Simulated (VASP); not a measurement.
# LiH (P6_3/mmc) in VASP: settings compared, part 2 of 2

VASP 6.6.1. Earlier steps stand in the parts before.

### Step 3. Single point, r2SCAN (uniaxial_z strain +5.5%)

File POSCAR:

```
LiH
1.0
    3.2548234149      0.0000000000      0.0000000000
   -1.6274117074      2.8187597621      0.0000000000
    0.0000000000      0.0000000000      4.2920531951
Li H
2 2
Direct
    0.3333333333      0.6666666667      0.2500000000
    0.6666666667      0.3333333333      0.7500000000
    0.6666666667      0.3333333333      0.2500000000
    0.3333333333      0.6666666667      0.7500000000
```

File INCAR.step1:

```
PREC = Accurate
ENCUT = 520
ISMEAR = 0
SIGMA = 0.01
LREAL = False
LASPH = True
NELM = 100
NBANDS = 12
GGA = PE
ALGO = Normal
EDIFF = 1E-4
LWAVE = True
LCHARG = False
```

File INCAR.step2:

```
PREC = Accurate
ENCUT = 520
EDIFF = 1E-6
ISMEAR = 0
SIGMA = 0.01
LREAL = False
LASPH = True
NELM = 100
ALGO = Normal
ISIF = 2
LWAVE = False
LCHARG = False
METAGGA = R2SCAN
LMIXTAU = True
NBANDS = 12
ISTART = 1
```

File KPOINTS:

```
Automatic mesh
0
Gamma
  12 12 6
```

Potentials or basis: VASP PAW PBE potentials, release 64 (Li_sv, H).

Run with:

```sh
$ cat potpaw_PBE.64/Li_sv/POTCAR potpaw_PBE.64/H/POTCAR > POTCAR
$ cp INCAR.step1 INCAR
$ mpirun -np 1 vasp_std > vasp.out
$ cp INCAR.step2 INCAR
$ mpirun -np 1 vasp_std > vasp.out
```

OUTCAR:

```text
PREC = Accurate
   ENCUT = 520
   EDIFF = 1E-6
   ISMEAR = 0
   LREAL = False
   LASPH = True
   NELM = 100
   ISIF = 2
   METAGGA = R2SCAN
   ISTART = 1

 ion  position               nearest neighbor table
   1  0.333  0.667  0.250-
   2  0.667  0.333  0.750-
   3  0.667  0.333  0.250-
   4  0.333  0.667  0.750-

  LATTYP: Found a hexagonal cell.
 ALAT       =     3.2548234149
 C/A-ratio  =     1.3186746708

  Lattice vectors:

 A1 = (   3.2548234149,   0.0000000000,   0.0000000000)
 A2 = (  -1.6274117074,   2.8187597621,   0.0000000000)
 A3 = (   0.0000000000,   0.0000000000,   4.2920531951)

Analysis of symmetry for initial positions (statically):
=====================================================================
 Subroutine PRICEL returns:
 Original cell was already a primitive cell.

 Routine SETGRP: Setting up the symmetry group for a
[... 184 lines left out ...]
      1     -46.7349      2.00000
      2     -46.6945      2.00000
      3      -5.7083      2.00000
      4      -0.8944      2.00000
      5       2.5513      0.00000
      6      11.3137      0.00000
      7      11.3142      0.00000
      8      11.5967      0.00000
      9      13.9765      0.00000
     10      13.9766      0.00000
     11      15.3135      0.00000
     12      17.8638      0.00000
[... 331 lines left out ...]
 k-point    24 :       0.3333    0.0000    0.1667
  band No.  band energies     occupation
      1     -46.7195      2.00000
      2     -46.6993      2.00000
      3      -4.3035      2.00000
      4      -1.9198      2.00000
      5       4.4530      0.00000
      6       6.0347      0.00000
      7       8.4010      0.00000
      8       8.8305      0.00000
      9      12.4466      0.00000
     10      13.5702      0.00000
     11      14.3586      0.00000
     12      15.6445      0.00000

 [... further k-points ...]

------------------------ aborting loop because EDIFF is reached ----------------------------------------

  FORCE on cell =-STRESS in cart. coord.  units (eV):
  Direction    XX          YY          ZZ          XY          YZ          ZX
  --------------------------------------------------------------------------------------
  -------------------------------------------------------------------------------------
  Total       -0.1827327     -0.1827327     -0.7334610     -0.0000000      0.0000000      0.0000000
  in kB       -7.4349178     -7.4349178    -29.8426250     -0.0000000      0.0000000      0.0000000
  external PRESSURE =     -14.9041535 kB  Pullay stress =       0.0000000 kB

 VOLUME and BASIS-vectors are now :
 -----------------------------------------------------------------------------
  energy-cutoff  :      520.00
  volume of cell :       39.38
      direct lattice vectors                 reciprocal lattice vectors
     3.254823415  0.000000000  0.000000000     0.307236330  0.177382978  0.000000000
    -1.627411707  2.818759762  0.000000000     0.000000000  0.354765955  0.000000000
     0.000000000  0.000000000  4.292053195     0.000000000  0.000000000  0.232988725

 POSITION                                       TOTAL-FORCE (eV/Angst)
 -----------------------------------------------------------------------------------
     -0.00000      1.87917      1.07301        -0.000000     -0.000000      0.000000
      1.62741      0.93959      3.21904         0.000000      0.000000      0.000000
      1.62741      0.93959      1.07301        -0.000000      0.000000      0.000000
     -0.00000      1.87917      3.21904         0.000000     -0.000000      0.000000
 -----------------------------------------------------------------------------------
    total drift:                               -0.000000      0.000000     -0.000000

  FREE ENERGIE OF THE ION-ELECTRON SYSTEM (eV)
  ---------------------------------------------------
  free  energy   TOTEN  =       -13.5138115187 eV

  energy  without entropy=      -13.5138115187  energy(sigma->0) =      -13.51381152
```

OUTCAR.step1:

```text
PREC = Accurate
   ENCUT = 520
   ISMEAR = 0
   LREAL = False
   LASPH = True
[... 591 lines left out ...]
     -0.00000      1.87917      1.07301        -0.000000      0.000000      0.000000
      1.62741      0.93959      3.21904        -0.000000     -0.000000      0.000000
      1.62741      0.93959      1.07301         0.000000     -0.000000      0.000000
     -0.00000      1.87917      3.21904         0.000000      0.000000      0.000000
 -----------------------------------------------------------------------------------
    total drift:                               -0.000000      0.000000     -0.000000

  FREE ENERGIE OF THE ION-ELECTRON SYSTEM (eV)
  ---------------------------------------------------
  free  energy   TOTEN  =       -12.1443651050 eV

  energy  without entropy=      -12.1443651050  energy(sigma->0) =      -12.14436510
```

OSZICAR.step1:

```text
N       E                     dE             d eps       ncg     rms          rms(c)
DAV:   1     0.225298027132E+02    0.22530E+02   -0.38372E+03  1824   0.650E+02
DAV:   2    -0.813954147664E+01   -0.30669E+02   -0.29951E+02  2244   0.150E+02
DAV:   3    -0.127562664536E+02   -0.46167E+01   -0.45914E+01  3436   0.380E+01
DAV:   4    -0.127982260734E+02   -0.41960E-01   -0.41953E-01  2236   0.520E+00
DAV:   5    -0.127985752995E+02   -0.34923E-03   -0.34922E-03  2580   0.434E-01    0.449E+00
DAV:   6    -0.122831292155E+02    0.51545E+00   -0.34476E-01  2048   0.206E+00    0.220E+00
DAV:   7    -0.121335570334E+02    0.14957E+00   -0.43785E-01  2164   0.257E+00    0.404E-01
DAV:   8    -0.121447765114E+02   -0.11219E-01   -0.30952E-02  2164   0.983E-01    0.132E-01
DAV:   9    -0.121443458593E+02    0.43065E-03   -0.97161E-04  2408   0.141E-01    0.322E-02
DAV:  10    -0.121443651050E+02   -0.19246E-04   -0.10820E-04  1856   0.668E-02
   1 F= -.12144365E+02 E0= -.12144365E+02  d E =-.290329E-14
```

Wall time 80 s (1 thread of Intel Xeon Platinum 8488C (Sapphire Rapids), shared host); peak memory 0.16 GiB.

What came out:

| Quantity | Value |
| --- | --- |
| Free energy | -13.5138 eV |
| Band gap on the k mesh | 2.79 eV, indirect (least direct gap 3.45 eV) |

Caveat: the cutoff is under 1.25 times the usual one of these potentials, so pressure, stress and relaxed cells hold a basis-set (Pulay) error; the PAW data sets were made with another functional, which shifts forces and pressure a little.

### Step 4. Single point, r2SCAN (hydrostatic strain -0.8%)

File POSCAR:

```
LiH
1.0
    3.2294357923      0.0000000000      0.0000000000
   -1.6147178961      2.7967734360      0.0000000000
    0.0000000000      0.0000000000      4.0373295223
Li H
2 2
Direct
    0.3333333333      0.6666666667      0.2500000000
    0.6666666667      0.3333333333      0.7500000000
    0.6666666667      0.3333333333      0.2500000000
    0.3333333333      0.6666666667      0.7500000000
```

File INCAR.step1:

```
SYSTEM = LiH
PREC = Accurate ; ENCUT = 520
ISMEAR = 0 ; SIGMA = 0.01
LREAL = .FALSE. ; LASPH = .TRUE.
NELM = 100 ; NBANDS = 12
GGA = PE ; ALGO = Normal
EDIFF = 1E-4 ; LWAVE = .TRUE.
LCHARG = .FALSE.
```

File INCAR.step2:

```
SYSTEM = LiH
PREC = Accurate ; ENCUT = 520
EDIFF = 1E-7 ; ISMEAR = 0
SIGMA = 0.01 ; LREAL = .FALSE.
LASPH = .TRUE. ; NELM = 100
ALGO = Normal ; ISIF = 2
LWAVE = .FALSE. ; LCHARG = .FALSE.
METAGGA = R2SCAN ; LMIXTAU = .TRUE.
NBANDS = 12 ; ISTART = 1
```

File KPOINTS:

```
Automatic mesh
0
G
  12 12 6
  0 0 0
```

Run with:

```sh
$ cat potpaw_PBE.64/Li_sv/POTCAR potpaw_PBE.64/H/POTCAR > POTCAR
$ cp INCAR.step1 INCAR
$ mpirun -np 1 vasp_std > vasp.out
$ cp INCAR.step2 INCAR
$ mpirun -np 1 vasp_std > vasp.out
```

Wall time 98 s (1 thread of Intel Xeon Platinum 8488C (Sapphire Rapids), shared host); peak memory 0.15 GiB.

The run converged. Its results:

| Property | Result |
| --- | --- |
| Free energy | -13.5334 eV |
| Band gap on the k mesh | 2.26 eV, indirect (least direct gap 3.59 eV) |

Levels at points of the mesh, in eV from the valence-band top:
```csv
k point,band 1,band 2,band 3,band 4,band 5,band 6,band 7,band 8
"(0.00, 0.00, 0.00)",-46.03,-45.97,-5.36,0.00,3.59,11.76,11.76,12.48
"(0.50, 0.00, 0.00)",-46.00,-45.98,-2.90,-2.10,4.99,7.52,8.06,9.50
"(0.00, 0.00, 0.50)",-46.00,-46.00,-3.80,-3.80,10.47,10.47,14.01,14.01
"(0.50, 0.00, 0.50)",-45.99,-45.99,-2.53,-2.53,4.91,4.91,10.39,10.39
```

Caveat: the cutoff is under 1.25 times the usual one of these potentials, so pressure, stress and relaxed cells hold a basis-set (Pulay) error; the PAW data sets were made with another functional, which shifts forces and pressure a little.

### Step 5. The runs side by side

```csv
level,cell,smearing,gap on the mesh (eV)
PBE,hydrostatic strain -0.8%,fermi-dirac 0.02 eV,1.79
r2SCAN,uniaxial_z strain +5.5%,gaussian 0.01 eV,2.79
r2SCAN,hydrostatic strain -0.8%,gaussian 0.01 eV,2.26
```

Alike in all rows: task single point; potentials or basis VASP PAW PBE potentials, release 64 (Li_sv, H); no spin polarisation; k mesh 12 × 12 × 6; cutoff (eV) 520.

Caveats: the cutoff is under 1.25 times the usual one of these potentials, so pressure, stress and relaxed cells hold a basis-set (Pulay) error; the PAW data sets were made with another functional, which shifts forces and pressure a little (some runs).

Absolute energies hang on the potentials; compare differences alone.
